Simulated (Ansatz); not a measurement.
# HfN under changes of volume

One of the cells (11.273 Å³/atom); the others are scaled copies at fixed shape and fractional positions:

```
Hf N
1.0
     2.82503    0.00000    0.00000
     0.00000    2.82503    0.00000
     0.00000    0.00000    2.82503
Hf N
1 1
Cartesian
  1.4125 1.4125 1.4125
  0.0000 0.0000 0.0000
```

The cell was built by a generator and needn't be a form met in nature.

* Program: Ansatz 0.2.0
* Functional: PBE
* Potentials or basis: Ansatz PAW
* Cutoff: 420 eV (not typed: the program's choice for these potentials)
* k mesh: 9 × 9 × 9
* Occupations: fermi-dirac, width 0.05 eV
* Spin: no spin polarisation

```tsv
volume (Å³/atom)	energy over the lowest point (meV/atom)	pressure (GPa)
10.597	33.56	16.7
10.822	?	?
11.048	3.61	5.1
11.273	0.00	0.1
11.498	3.02	-4.3
11.724	12.06	-8.3
11.949	26.37	-11.9
```

Q: What does the run at 10.822 Å³/atom give?

A: Energy over the lowest point 14.50 meV/atom; pressure 10.6 GPa.

Worked out: A Birch-Murnaghan fit of order 3 (a polynomial in V^(-2/3)) to the other rows has its minimum at 11.28 Å³/atom with B0 = V·E''(V) = 234 GPa and B' = 4.2. It gives 14.54 meV/atom at 10.822 Å³/atom, against the run's 14.50, and -dE/dV = 10.6 GPa, against 10.6.

Energies are extrapolated to zero smearing.
